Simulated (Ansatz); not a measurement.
Starting structure of a cell relaxation (symmetry kept):

```cif
data_structure
_symmetry_space_group_name_H-M 'Fm-3m'
_symmetry_Int_Tables_number 225
_cell_length_a 3.6150
_cell_length_b 3.6150
_cell_length_c 3.6150
_cell_angle_alpha 90.000
_cell_angle_beta 90.000
_cell_angle_gamma 90.000
_cell_volume 47.24
loop_
_atom_site_label
_atom_site_type_symbol
_atom_site_symmetry_multiplicity
_atom_site_Wyckoff_symbol
_atom_site_fract_x
_atom_site_fract_y
_atom_site_fract_z
_atom_site_occupancy
Cu1 Cu 4 a 0.00000 0.00000 0.00000 1
```

Computed with Ansatz 0.2.0, DFT PBE, scalar-relativistic, plane waves, PAW.

Plane waves to 420 eV, a k mesh through Γ of 20×20×20 on the computed 1-atom cell and Gaussian smearing (0.10 eV); no spin polarisation.

What does it relax to?

The volume goes up by 0.15 Å³/atom to 11.96 Å³/atom, and the energy falls by 0.8 meV/atom. Final structure:
```cif
data_structure
_symmetry_space_group_name_H-M 'Fm-3m'
_symmetry_Int_Tables_number 225
_cell_length_a 3.6297
_cell_length_b 3.6297
_cell_length_c 3.6297
_cell_angle_alpha 90.000
_cell_angle_beta 90.000
_cell_angle_gamma 90.000
_cell_volume 47.82
loop_
_atom_site_label
_atom_site_type_symbol
_atom_site_symmetry_multiplicity
_atom_site_Wyckoff_symbol
_atom_site_fract_x
_atom_site_fract_y
_atom_site_fract_z
_atom_site_occupancy
Cu1 Cu 4 a 0.00000 0.00000 0.00000 1
```

Course of the relaxation (steps run on the plane waves of an earlier cell, and the basis is chosen afresh near the end, so energy and pressure can step there; trial steps that raised the energy were taken back; energies are free energies):

```
step E − E_final (meV/atom) P (GPa) V (Å³/atom)
   1                     0.8     1.78        11.81
   2                     0.3     0.89        11.88
   3                     0.1     0.02        11.96
   4                     0.0     0.01        11.96
```